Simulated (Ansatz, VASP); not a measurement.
Two plane-wave programs on FePt (Tetraferroplatinum)

File INCAR:

```
SYSTEM = FePt
PREC = Accurate
ENCUT = 520
EDIFF = 1E-7
ISMEAR = -1
SIGMA = 0.05
LREAL = .False.
LASPH = .True.
NELM = 150
ALGO = Normal
ISIF = 2
LWAVE = .False.
LCHARG = .True.
ISPIN = 2
MAGMOM = 0 3
LORBIT = 11
LMAXMIX = 4
GGA = PS
LELF = .True.
LVHAR = .True.
NBANDS = 20
```

KPOINTS

```
regular mesh
0
Gamma
  10 10 7
  0 0 0
```

Contents of POSCAR:

```
FePt
1.0
    2.7769155219      0.0000000000      0.0000000000
    0.0000000000      2.7769155219      0.0000000000
    0.0000000000      0.0000000000      3.7929596994
Pt Fe
1 1
Direct
    0.5000000000      0.5000000000      0.5000000000
    0.0000000000      0.0000000000      0.0000000000
```

File input.yaml:

```yaml
crystal:
  lattice:
    - [2.7769155219, 0.0, 0.0]
    - [0.0, 2.7769155219, 0.0]
    - [0.0, 0.0, 3.7929596994]
  atoms:
    - { symbol: Pt, position: [0.5, 0.5, 0.5] }
    - { symbol: Fe, position: [0.0, 0.0, 0.0], spin: 3.0 }
hamiltonian:
  xc: pbesol
  pseudopotentials: { kind: paw }
magnetization:
  spin_polarized: true
kpoints:
  mp_grid: { grid: [10, 10, 7] }
scf:
  occupations: { method: fermi_dirac, width: 0.05 }
output:
  forces: true
  stress: true
  eigenvalues: true
```

Alike in both runs: task single point; functional PBEsol; k mesh 10 × 10 × 7; occupations fermi-dirac, width 0.05 eV; collinear spin.

```csv
,VASP,Ansatz
version,VASP 6.6.1,Ansatz 0.2.0
potentials or method,"VASP PAW PBE potentials, release 64 (Pt, Fe)",Ansatz PAW
plane-wave cutoff (eV),520,420
valence electrons in the cell,18,34
```

VASP gave:

```
gap on the k mesh at the Fermi level (eV)                     : none
pressure (GPa)                                                : -16.2
largest component of the traceless stress (GPa)               : 0.44
net moment per atom (μB)                                      : 1.69
size of the moment on the site where the two differ most (μB) : 0.35
```

Q: Estimate Ansatz's values.

A: gap on the k mesh at the Fermi level (eV): none; pressure (GPa): -16.0; largest component of the traceless stress (GPa): 0.42; net moment per atom (μB): 1.70; size of the moment on the site where the two differ most (μB): 0.40.

Site moments also hang on the region over which each program counts them. A gap of «none» marks a metal or a gap that the smearing closes. The two sets of potentials don't hold the same shells in valence.

Caveats: so large a pressure means that the cell lies far from this level's equilibrium, or that cutoff or potentials fall short (VASP); the potentials were made for another functional, which shifts forces and pressure (VASP); the PAW data sets come from PBE, with cores solved anew for the run's functional, which leaves a small shift of forces and pressure (Ansatz). Spin-orbit coupling is left out, which matters for the levels of Pt.
